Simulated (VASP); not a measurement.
# MgSe (Fm-3m) in VASP: settings compared, part 3 of 3

VASP 6.6.1.

**6. G0W0 quasiparticle levels, PBE**

The input, POSCAR:

```
MgSe
1.0
    0.0000000000      2.7255000000      2.7255000000
    2.7255000000      0.0000000000      2.7255000000
    2.7255000000      2.7255000000      0.0000000000
Se Mg
1 1
Direct
    0.5000000000      0.5000000000      0.5000000000
    0.0000000000      0.0000000000      0.0000000000
```

The input, INCAR.step1:

```
SYSTEM = MgSe
ALGO = Fast
EDIFF = 1E-8
ENCUT = 450
GGA = PE
ISMEAR = 0
LASPH = .True.
LCHARG = .False.
LREAL = .False.
LWAVE = .True.
NELM = 100
PREC = Accurate
SIGMA = 0.01
```

The input, INCAR.step2:

```
SYSTEM = MgSe
ALGO = Exact
EDIFF = 1E-8
ENCUT = 450
GGA = PE
ISMEAR = 0
ISTART = 1
LASPH = .True.
LCHARG = .False.
LOPTICS = .True.
LREAL = .False.
LWAVE = .True.
NBANDS = 207
NELM = 1
PREC = Accurate
SIGMA = 0.01
```

The input, INCAR.step3:

```
SYSTEM = MgSe
ALGO = EVGW0
EDIFF = 1E-8
ENCUT = 450
ENCUTGW = 170
GGA = PE
ISMEAR = 0
ISTART = 1
LASPH = .True.
LCHARG = .False.
LREAL = .False.
LWAVE = .False.
NBANDS = 207
NBANDSGW = 12
NELMGW = 1
NOMEGA = 50
PREC = Accurate
PRECFOCK = Fast
SIGMA = 0.01
```

The input, KPOINTS:

```
k-points
0
Gamma
  4 4 4
  0 0 0
```

Potentials or basis: VASP PAW PBE potentials, release 64 (Se_GW, Mg_GW).

Started as:

```console
$ cat potpaw_PBE.64/Se_GW/POTCAR potpaw_PBE.64/Mg_GW/POTCAR > POTCAR
$ cp INCAR.step1 INCAR
$ mpirun -np 1 vasp_std > vasp.out
$ cp INCAR.step2 INCAR
$ mpirun -np 1 vasp_std > vasp.out
$ cp INCAR.step3 INCAR
$ mpirun -np 1 vasp_std > vasp.out
```

OUTCAR:

```text
SYSTEM = MgSe
   EDIFF = 1E-8
   ENCUT = 450
   ENCUTGW = 170
   GGA = PE
   ISMEAR = 0
   ISTART = 1
   LASPH = .True.
   LREAL = .False.
   NELMGW = 1
   PREC = Accurate
   PRECFOCK = Fast

 ion  position               nearest neighbor table
   1  0.500  0.500  0.500-
   2  0.000  0.000  0.000-

  LATTYP: Found a face centered cubic cell.
 ALAT       =     5.4510000000

  Lattice vectors:

 A1 = (   0.0000000000,   2.7255000000,   2.7255000000)
 A2 = (   2.7255000000,   0.0000000000,   2.7255000000)
 A3 = (   2.7255000000,   2.7255000000,   0.0000000000)

Analysis of symmetry for initial positions (statically):
=====================================================================
 Subroutine PRICEL returns:
 Original cell was already a primitive cell.

 Routine SETGRP: Setting up the symmetry group for a
 face centered cubic supercell.

 Subroutine GETGRP returns: Found 48 space group operations
 (whereof 48 operations were pure point group operations)
 out of a pool of 48 trial point group operations.

The static configuration has the point symmetry O_h .

Analysis of symmetry for dynamics (positions and initial velocities):
=====================================================================
 Subroutine PRICEL returns:
 Original cell was already a primitive cell.

 Routine SETGRP: Setting up the symmetry group for a
 face centered cubic supercell.

 Subroutine GETGRP returns: Found 48 space group operations
 (whereof 48 operations were pure point group operations)
 out of a pool of 48 trial point group operations.

The dynamic configuration has the point symmetry O_h .

 Subroutine INISYM returns: Found 48 space group operations
 (whereof 48 operations are pure point group operations),
 and found     1 'primitive' translations

----------------------------------------------------------------------------------------

                                     Primitive cell

  volume of cell :      40.4919

  direct lattice vectors                    reciprocal lattice vectors
     0.000000000  2.725500000  2.725500000    -0.183452578  0.183452578  0.183452578
     2.725500000  0.000000000  2.725500000     0.183452578 -0.183452578  0.183452578
     2.725500000  2.725500000  0.000000000     0.183452578  0.183452578 -0.183452578

  length of vectors
     3.854439064  3.854439064  3.854439064     0.317749185  0.317749185  0.317749185

  position of ions in fractional coordinates (direct lattice)
     0.500000000  0.500000000  0.500000000
     0.000000000  0.000000000  0.000000000

  ion indices of the primitive-cell ions
   primitive index   ion index
                 1           1
                 2           2

----------------------------------------------------------------------------------------

 KPOINTS: k-points

Automatic generation of k-mesh.
 Grid dimensions read from file:
 generate k-points for:    4    4    4

 Generating k-lattice:

  Cartesian coordinates                     Fractional coordinates (reciprocal lattice)
    -0.045863144  0.045863144  0.045863144     0.250000000  0.000000000  0.000000000
     0.045863144 -0.045863144  0.045863144     0.000000000  0.250000000  0.000000000
     0.045863144  0.045863144 -0.045863144     0.000000000  0.000000000  0.250000000

  Length of vectors
     0.079437296  0.079437296  0.079437296

  Shift w.r.t. Gamma in fractional coordinates (k-lattice)
     0.000000000  0.000000000  0.000000000

 Subroutine IBZKPT returns following result:
 ===========================================

 Found      8 irreducible k-points:

 Following reciprocal coordinates:
            Coordinates               Weight
  0.000000  0.000000  0.000000      1.000000
  0.250000  0.000000  0.000000      8.000000
  0.500000  0.000000  0.000000      4.000000
  0.250000  0.250000  0.000000      6.000000
  0.500000  0.250000  0.000000     24.000000
 -0.250000  0.250000  0.000000     12.000000
  0.500000  0.500000  0.000000      3.000000
 -0.250000  0.500000  0.250000      6.000000
   k-points           NKPTS =      8   k-points in BZ     NKDIM =     64   number of bands    NBANDS=    207
   number of dos      NEDOS =    301   number of ions     NIONS =      2
   total plane-waves  NPLWV =  21952
   dimension x,y,z NGX =    28 NGY =   28 NGZ =   28
   dimension x,y,z NGXF=    56 NGYF=   56 NGZF=   56
   ions per type =               1   1
   NGX,Y,Z   is equivalent  to a cutoff of  12.08, 12.08, 12.08 a.u.
   NGXF,Y,Z  is equivalent  to a cutoff of  24.15, 24.15, 24.15 a.u.
 SYSTEM =  MgSe
   PREC   = accura    normal or accurate (medium, high low for compatibility)
   ISTART =      1    job   : 0-new  1-cont  2-samecut
   ICHARG =      0    charge: 1-file 2-atom 10-const
   ISPIN  =      1    spin polarized calculation?
   LNONCOLLINEAR =      F non collinear calculations
   LSORBIT =      F    spin-orbit coupling
   LASPH  =      T    aspherical Exc in radial PAW
   ENCUT  =  450.0 eV  33.07 Ry    5.75 a.u.   6.67  6.67  6.67*2*pi/ulx,y,z
   NELM   =     60;   NELMIN=  2; NELMDL=  0     # of ELM steps
   EDIFF  = 0.1E-07   stopping-criterion for ELM
   LREAL  =      F    real-space projection
   EDIFFG = 0.1E-06   stopping-criterion for IOM
   NSW    =      0    number of steps for IOM
   IBRION =     -1    ionic relax: 0-MD 1-quasi-New 2-CG
   NFREE  =      0    steps in history (QN), initial steepest desc. (CG)
   ISIF   =      0    stress and relaxation
   ISYM   =      3    0-nonsym 1-usesym 2-fastsym
   POTIM  = 0.5000    time-step for ionic-motion
   TEBEG  =    0.0;   TEEND  =   0.0 temperature during run
   PSTRESS=    0.0 pullay stress
   NELECT =       8.0000    total number of electrons
   NUPDOWN=      -1.0000    fix difference up-down
   EMIN   =  10.00;   EMAX   =-10.00  energy-range for DOS
   EFERMI =   0.00;   METHOD = LEGACY
   ISMEAR =     0;   SIGMA  =   0.01  broadening in eV -4-tet -1-fermi 0-gaus
   EFERMI_NEDOS =   21; number of points for ismear=-14 and -15
   IALGO  =     38    algorithm
   IMIX   =      4    mixing-type and parameters
     AMIX     =   0.40;   BMIX     =  1.00
     AMIX_MAG =   1.60;   BMIX_MAG =  1.00
  volume/ion in A,a.u.               =      20.25       136.63
  Fermi-wavevector in a.u.,A,eV,Ry     =   0.953488  1.801831 12.369596  0.909140
  Thomas-Fermi vector in A             =   2.082148
   LORBIT       =      0    0 simple, 1 ext, 2 COOP (PROOUT), +10 PAW based schemes
   GGA     = PE    functional components
   LHFCALC =     T    Hartree Fock is set to
   PRECFOCK=fast      Normal, Fast or Accurate (Low or Medium for compatibility)
   ENCUT4O =  -1.0   cutoff for four orbital integrals eV
   NKREDX  =     1    reduce k-point grid by
   NKREDY  =     1    reduce k-point grid by
   NKREDZ  =     1    reduce k-point grid by
   AEXX    =    1.0000 exact exchange contribution
   HFSCREEN=    0.0000 screening length (either q_TF or 0.3 A-1)
   HFSCREENC=   0.0000 screening length for correlation (either q_TF or 0.3 A-1)
   ENCUTFOCK=  -1.0 apply spherical cutoff to Coloumb kernel
   IVDW    =     0    specifies the selected vdW correction
   LEPSILON=     F    determine dielectric tensor
   LRPA    =     F    only Hartree local field effects (RPA)
   LRPAFORCE           =     F    calculate RPA forces
   ENCUTGW             = 170.0    cutoff for response function in eV
   ENCUTGWSOFT         = 136.0    soft cutoff for Coulomb kernel in GW response function in eV
   ENCUTLF             =  -1.0    cutoff for local field effects
   NELMGW              =     1    number of iterations in solving QP/BSE equation
   NELMHF              =     1    number of iterations in the inner HF iteration
   NKREDLFX            =     1    NKREDLFY  =   1   NKREDLFZ  =   1
 non-spin polarized calculation
 Gauss-broadening in eV      SIGMA  =   0.01
  energy-cutoff  :      450.00
  volume of cell :       40.49
 maximum number of plane-waves:       893
 NGX is ok and might be reduce to    28
  NGX = 16; NGY = 16; NGZ = 16
   NGX = 13   NGY = 13   NGZ = 13
 maximum number of plane-waves:       210

 QP shifts <psi_nk| G(iteration)W_0 |psi_nk>: iteration 1
 for sc-GW calculations column KS-energies equals QP-energies in previous step
 and V_xc(KS)=  KS-energies - (<T + V_ion + V_H > + <T+V_H+V_ion>^1  + <V_x>^1)

 k-point   1 :       0.0000    0.0000    0.0000
  band No.  KS-energies  QP-energies   sigma(KS)   V_xc(KS)     V^pw_x(r,r')   Z            occupation Imag(sigma)

      1      -9.6814     -10.5760     -13.3268     -12.0304     -19.7031       0.6900       2.0000       1.3473
      2       3.2625       2.3237     -13.3704     -12.1561     -14.8095       0.7731       2.0000       0.0771
      3       3.2625       2.3237     -13.3704     -12.1561     -14.8095       0.7731       2.0000       0.0771
      4       3.2625       2.3237     -13.3704     -12.1561     -14.8095       0.7731       2.0000       0.0771
      5       5.8300       6.3005      -8.9192      -9.5157      -5.0626       0.7889       0.0000      -0.0740
      6      10.6510      10.8859      -8.2728      -8.5744      -3.8109       0.7786       0.0000      -0.1135
      7      10.6510      10.8859      -8.2728      -8.5744      -3.8109       0.7786       0.0000      -0.1135
      8      10.6510      10.8859      -8.2728      -8.5744      -3.8109       0.7786       0.0000      -0.1135
      9      13.2092      13.5437      -8.9827      -9.4224      -4.0460       0.7608       0.0000      -0.1919
     10      13.2092      13.5437      -8.9827      -9.4224      -4.0460       0.7608       0.0000      -0.1919
     11      14.2225      14.1588      -7.2446      -7.1599      -1.8425       0.7515       0.0000      -0.2857
     12      14.4433      14.7837      -7.8675      -8.3297      -2.1659       0.7364       0.0000      -0.3645
[... 100 lines left out ...]
      1      -8.1931      -8.9130     -14.0407     -13.0142     -20.0219       0.7012       2.0000       1.0692
      2      -0.0695      -1.1228     -11.8207     -10.3955     -14.1584       0.7391       2.0000       0.1189
      3      -0.0695      -1.1228     -11.8207     -10.3955     -14.1584       0.7391       2.0000       0.1189
      4       0.6939      -0.2398     -11.7011     -10.4613     -13.6279       0.7531       2.0000       0.0955
      5       7.7782       8.1421      -9.3700      -9.8396      -5.4318       0.7750       0.0000      -0.0838
      6      10.2047      10.5711      -8.2611      -8.7417      -3.5601       0.7623       0.0000      -0.1365
      7      10.8184      11.0274      -8.9026      -9.1752      -4.2985       0.7669       0.0000      -0.1263
      8      10.8184      11.0274      -8.9026      -9.1752      -4.2985       0.7669       0.0000      -0.1263
      9      16.3369      16.6502      -8.9316      -9.3536      -2.8867       0.7424       0.0000      -0.5486
     10      16.3369      16.6502      -8.9316      -9.3536      -2.8867       0.7424       0.0000      -0.5486
     11      18.0103      18.4147      -9.2090      -9.7414      -3.2919       0.7596       0.0000      -0.5877
     12      19.5904      19.8131     -10.0678     -10.3639      -3.9860       0.7521       0.0000      -0.6227
```

It took 64 s on 1 thread of Intel Xeon 6975P-C (Granite Rapids), shared host; peak memory 0.41 GiB.

Results:

```yaml
Band_gap_on_the_k_mesh_mean-field_level: 1.77 eV, indirect (least direct gap 2.57 eV)
Quasiparticle_gap: 3.06 eV
Least_direct_quasiparticle_gap: 3.98 eV
```

Levels at points of the mesh, in eV from the valence-band top:
| k point | band 1 | band 2 | band 3 | band 4 | band 5 | band 6 | band 7 | band 8 |
| --- | --- | --- | --- | --- | --- | --- | --- | --- |
| (0.00, 0.00, 0.00) | -12.94 | 0.00 | 0.00 | 0.00 | 2.57 | 7.39 | 7.39 | 7.39 |
| (0.50, 0.00, 0.00) | -11.82 | -4.97 | -0.58 | -0.58 | 3.80 | 6.07 | 6.07 | 8.59 |
| (0.50, 0.50, 0.00) | -11.49 | -4.28 | -1.79 | -1.79 | 1.77 | 3.94 | 11.74 | 12.14 |

Caveat: the k mesh is coarse (spacing up to 0.50 Å⁻¹), so the values aren't converged; bands, screening cutoff and mesh are small and nothing is extrapolated, so the quasiparticle values aren't converged. A k mesh can miss the band edges.
